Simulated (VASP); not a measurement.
# Pt (Fm-3m) in VASP: density of states with LDA

Aim: the density of states of Pt with LDA.

All numbers are computed with VASP 6.6.1; they aren't measurements. Logs are shortened: lines on timing, memory, paths and dates and some standing lists are left out, and cuts for length are marked.

## 1. Starting point

The structure is cubic, space group Fm-3m (No. 225). The conventional cell has a = 3.895 Å, b = 3.895 Å, c = 3.895 Å, α = 90.00°, β = 90.00°, γ = 90.00°. Around Pt (site symmetry m-3m) lie 12 Pt at 2.75 Å.

## 2. Density of states, LDA

Input file POSCAR:

```
Pt                                      
1.0
    0.0000000000      1.9473711328      1.9473711328
    1.9473711328      0.0000000000      1.9473711328
    1.9473711328      1.9473711328      0.0000000000
  Pt            
     1
Direct
     0.0000000000000000    0.0000000000000000    0.0000000000000000
```

Input file INCAR.step1:

```
SYSTEM = Pt
PREC = Accurate ; ENCUT = 350
EDIFF = 1E-7 ; ISMEAR = 0
SIGMA = 0.1 ; LREAL = .FALSE.
LASPH = .TRUE. ; NELM = 60
ALGO = Normal ; ISIF = 2
LWAVE = .FALSE. ; LCHARG = .TRUE.
LMAXMIX = 4 ; GGA = CA
```

Input file KPOINTS.step1:

```
Automatic mesh
0
G
  10 10 10
  0 0 0
```

Input file INCAR.step2:

```
SYSTEM = Pt
PREC = Accurate ; ENCUT = 350
EDIFF = 1E-7 ; ISMEAR = -5
SIGMA = 0.1 ; LREAL = .FALSE.
LASPH = .TRUE. ; NELM = 60
ALGO = Normal ; ISIF = 2
LWAVE = .FALSE. ; LCHARG = .FALSE.
LMAXMIX = 4 ; GGA = CA
LORBIT = 11 ; NEDOS = 2001
ICHARG = 11
```

Input file KPOINTS.step2:

```
Automatic mesh
0
G
  15 15 15
  0 0 0
```

Potentials or basis: VASP PAW LDA potentials, release 64 (Pt).

Started as:

```
> cat potpaw_LDA.64/Pt/POTCAR > POTCAR
> cp INCAR.step1 INCAR
> cp KPOINTS.step1 KPOINTS
> mpirun -np 1 vasp_std > vasp.out
> cp INCAR.step2 INCAR
> cp KPOINTS.step2 KPOINTS
> mpirun -np 1 vasp_std > vasp.out
```

OUTCAR:

```text
SYSTEM = Pt
   PREC = Accurate
   ENCUT = 350
   EDIFF = 1E-7
   ISMEAR = -5
   LREAL = .FALSE.
   LASPH = .TRUE.
   NELM = 60
   ISIF = 2
   GGA = CA
   LORBIT = 11
   ICHARG = 11

 ion  position               nearest neighbor table
   1  0.000  0.000  0.000-

  LATTYP: Found a face centered cubic cell.
 ALAT       =     3.8947422656

  Lattice vectors:

 A1 = (   0.0000000000,   1.9473711328,   1.9473711328)
 A2 = (   1.9473711328,   0.0000000000,   1.9473711328)
 A3 = (   1.9473711328,   1.9473711328,   0.0000000000)

Analysis of symmetry for initial positions (statically):
=====================================================================
 Subroutine PRICEL returns:
 Original cell was already a primitive cell.

 Routine SETGRP: Setting up the symmetry group for a
 face centered cubic supercell.

 Subroutine GETGRP returns: Found 48 space group operations
 (whereof 48 operations were pure point group operations)
 out of a pool of 48 trial point group operations.

The static configuration has the point symmetry O_h .

Analysis of symmetry for dynamics (positions and initial velocities):
=====================================================================
 Subroutine PRICEL returns:
 Original cell was already a primitive cell.

 Routine SETGRP: Setting up the symmetry group for a
 face centered cubic supercell.

 Subroutine GETGRP returns: Found 48 space group operations
 (whereof 48 operations were pure point group operations)
 out of a pool of 48 trial point group operations.

The dynamic configuration has the point symmetry O_h .

 Subroutine INISYM returns: Found 48 space group operations
 (whereof 48 operations are pure point group operations),
 and found     1 'primitive' translations

----------------------------------------------------------------------------------------

                                     Primitive cell

  volume of cell :      14.7699

  direct lattice vectors                    reciprocal lattice vectors
     0.000000000  1.947371133  1.947371133    -0.256756399  0.256756399  0.256756399
     1.947371133  0.000000000  1.947371133     0.256756399 -0.256756399  0.256756399
     1.947371133  1.947371133  0.000000000     0.256756399  0.256756399 -0.256756399
[... 87 lines left out ...]
   NSW    =      0    number of steps for IOM
   IBRION =     -1    ionic relax: 0-MD 1-quasi-New 2-CG
   NFREE  =      0    steps in history (QN), initial steepest desc. (CG)
   ISIF   =      2    stress and relaxation
   ISYM   =      2    0-nonsym 1-usesym 2-fastsym
   POTIM  = 0.5000    time-step for ionic-motion
   TEBEG  =    0.0;   TEEND  =   0.0 temperature during run
   PSTRESS=    0.0 pullay stress
   NELECT =      10.0000    total number of electrons
   NUPDOWN=      -1.0000    fix difference up-down
   EMIN   =  10.00;   EMAX   =-10.00  energy-range for DOS
   EFERMI =   0.00;   METHOD = LEGACY
   ISMEAR =    -5;   SIGMA  =   0.10  broadening in eV -4-tet -1-fermi 0-gaus
   EFERMI_NEDOS =   21; number of points for ismear=-14 and -15
   IALGO  =     38    algorithm
   IMIX   =      4    mixing-type and parameters
     AMIX     =   0.40;   BMIX     =  1.00
     AMIX_MAG =   1.60;   BMIX_MAG =  1.00
  volume/ion in A,a.u.               =      14.77        99.67
  Fermi-wavevector in a.u.,A,eV,Ry     =   1.437527  2.716533 28.116232  2.066485
  Thomas-Fermi vector in A             =   2.556595
   LORBIT       =     11    0 simple, 1 ext, 2 COOP (PROOUT), +10 PAW based schemes
   GGA     = CA    functional components
   LHFCALC =     F    Hartree Fock is set to
   AEXX    =    0.0000 exact exchange contribution
   IVDW    =     0    specifies the selected vdW correction
   LEPSILON=     F    determine dielectric tensor
   LRPA    =     F    only Hartree local field effects (RPA)
 non-spin polarized calculation
 Fermi weights with tetrahedron method with Bloechl corrections
  energy-cutoff  :      350.00
  volume of cell :       14.77
 maximum number of plane-waves:       229
 NGX is ok and might be reduce to    18

 number of electron      10.0000004 magnetization

 Free energy of the ion-electron system (eV)
  ---------------------------------------------------
  ext. energy  EPLUGINS =         0.00000000
  ---------------------------------------------------
  free energy    TOTEN  =        -7.50216683 eV

  energy without entropy =       -7.50216683  energy(sigma->0) =       -7.50216683

 E-fermi :  11.5345     XC(G=0): -13.8086

 val. band max:       11.5628733058   @ k =   0.4667   0.4667   0.0000
 cond. band min:      11.3999340900   @ k =   0.4000   0.4000   0.0000
 fundamental gap:     -0.1629392157
 Fermi energy:        11.5345083605

 k-point     1 :       0.0000    0.0000    0.0000
  band No.  band energies     occupation
      1       1.0670      2.00000
      2       7.6059      2.00000
      3       7.6059      2.00000
      4       7.6059      2.00000
      5       9.8721      2.00000
      6       9.8721      2.00000
      7      26.1111      0.00000
      8      31.1486      0.00000
      9      31.1486      0.00000
[... 265 lines left out ...]
 k-point    24 :       0.2000    0.1333    0.0000
  band No.  band energies     occupation
      1       2.6050      2.00000
      2       6.7415      2.00000
      3       8.2881      2.00000
      4       8.3625      2.00000
      5       9.0654      2.00000
      6      10.2667      2.00000
      7      28.3308      0.00000
      8      28.4859      0.00000
      9      31.0856      0.00000

 [... further k-points ...]

------------------------ aborting loop because EDIFF is reached ----------------------------------------

  FORCE on cell =-STRESS in cart. coord.  units (eV):
  Direction    XX          YY          ZZ          XY          YZ          ZX
  --------------------------------------------------------------------------------------
  -------------------------------------------------------------------------------------
  Total       -0.0190336     -0.0190336     -0.0190336      0.0000000     -0.0000000      0.0000000
  in kB       -2.0646889     -2.0646889     -2.0646889      0.0000000     -0.0000000      0.0000000
  external PRESSURE =      -2.0646889 kB  Pullay stress =       0.0000000 kB

 VOLUME and BASIS-vectors are now :
 -----------------------------------------------------------------------------
  energy-cutoff  :      350.00
  volume of cell :       14.77
      direct lattice vectors                 reciprocal lattice vectors
     0.000000000  1.947371133  1.947371133    -0.256756399  0.256756399  0.256756399
     1.947371133  0.000000000  1.947371133     0.256756399 -0.256756399  0.256756399
     1.947371133  1.947371133  0.000000000     0.256756399  0.256756399 -0.256756399

 POSITION                                       TOTAL-FORCE (eV/Angst)
 -----------------------------------------------------------------------------------
      0.00000      0.00000      0.00000         0.000000      0.000000      0.000000
 -----------------------------------------------------------------------------------
    total drift:                                0.000000     -0.000000     -0.000000

  FREE ENERGIE OF THE ION-ELECTRON SYSTEM (eV)
  ---------------------------------------------------
  free  energy   TOTEN  =        -7.5021668258 eV

  energy  without entropy=       -7.5021668258  energy(sigma->0) =       -7.50216683

 total charge

# of ion       s       p       d       tot
------------------------------------------
    1        0.650   0.638   8.070   9.359
```

OSZICAR.step1:

```text
N       E                     dE             d eps       ncg     rms          rms(c)
DAV:   1     0.177464141994E+02    0.17746E+02   -0.43699E+03  1046   0.718E+02
DAV:   2    -0.770020093557E+01   -0.25447E+02   -0.23762E+02   897   0.141E+02
DAV:   3    -0.792251637488E+01   -0.22232E+00   -0.22147E+00  1001   0.126E+01
DAV:   4    -0.792302201885E+01   -0.50564E-03   -0.50562E-03   989   0.672E-01
DAV:   5    -0.792302483979E+01   -0.28209E-05   -0.28209E-05   998   0.430E-02    0.141E+01
DAV:   6    -0.754313337949E+01    0.37989E+00   -0.97564E-01   861   0.897E+00    0.728E+00
DAV:   7    -0.749798027271E+01    0.45153E-01   -0.15171E-01   900   0.337E+00    0.265E+00
DAV:   8    -0.749321578646E+01    0.47645E-02   -0.42316E-03   908   0.682E-01    0.423E-01
DAV:   9    -0.749313855985E+01    0.77227E-04   -0.34467E-05   891   0.544E-02    0.268E-02
DAV:  10    -0.749314053236E+01   -0.19725E-05   -0.16261E-06   995   0.945E-03    0.141E-03
DAV:  11    -0.749314054983E+01   -0.17472E-07   -0.23729E-08   627   0.143E-03
   1 F= -.74931405E+01 E0= -.74904499E+01  d E =-.538124E-02
```

Run time: 12 s. Hardware: 1 thread of Intel Xeon Platinum 8259CL at 2.50GHz (Skylake/Cascade Lake), shared host; peak memory 0.12 GiB.

What came out:

```yaml
Valence_electrons_inside_the_program's_atomic_spheres: Pt 9.36
```

Levels at points of the mesh, in eV from the Fermi level:
| k point | band 3 | band 4 | band 5 | band 6 | band 7 | band 8 |
| --- | --- | --- | --- | --- | --- | --- |
| (0.00, 0.00, 0.00) | -3.93 | -3.93 | -1.66 | -1.66 | 14.58 | 19.61 |

States per cell in windows of 1 eV (zero at the Fermi level; states under -8 eV left out):
| from (eV) | total | Pt1_d | Pt1_p | Pt1_s |
| --- | --- | --- | --- | --- |
| -8.0 | 0.47 | 0.20 | 0.04 | 0.18 |
| -7.0 | 1.27 | 0.91 | 0.07 | 0.19 |
| -6.0 | 1.11 | 0.90 | 0.09 | 0.03 |
| -5.0 | 1.39 | 1.15 | 0.11 | 0.03 |
| -4.0 | 1.73 | 1.46 | 0.14 | 0.04 |
| -3.0 | 1.23 | 1.05 | 0.10 | 0.02 |
| -2.0 | 1.25 | 1.12 | 0.06 | 0.02 |
| -1.0 | 1.39 | 1.31 | 0.03 | 0.01 |
| 0.0 | 0.67 | 0.60 | 0.03 | 0.02 |
| 1.0 | 0.27 | 0.18 | 0.05 | 0.03 |
| 2.0 | 0.27 | 0.15 | 0.07 | 0.03 |
| 3.0 | 0.26 | 0.12 | 0.08 | 0.04 |
| 4.0 | 0.24 | 0.09 | 0.07 | 0.05 |
| 5.0 | 0.23 | 0.07 | 0.06 | 0.07 |
| 6.0 | 0.32 | 0.10 | 0.07 | 0.11 |
| 7.0 | 0.34 | 0.09 | 0.11 | 0.10 |

Caveat: tetrahedron occupations give inexact forces and stress in metals. The run has no spin-orbit coupling, so splittings on Pt are missing.
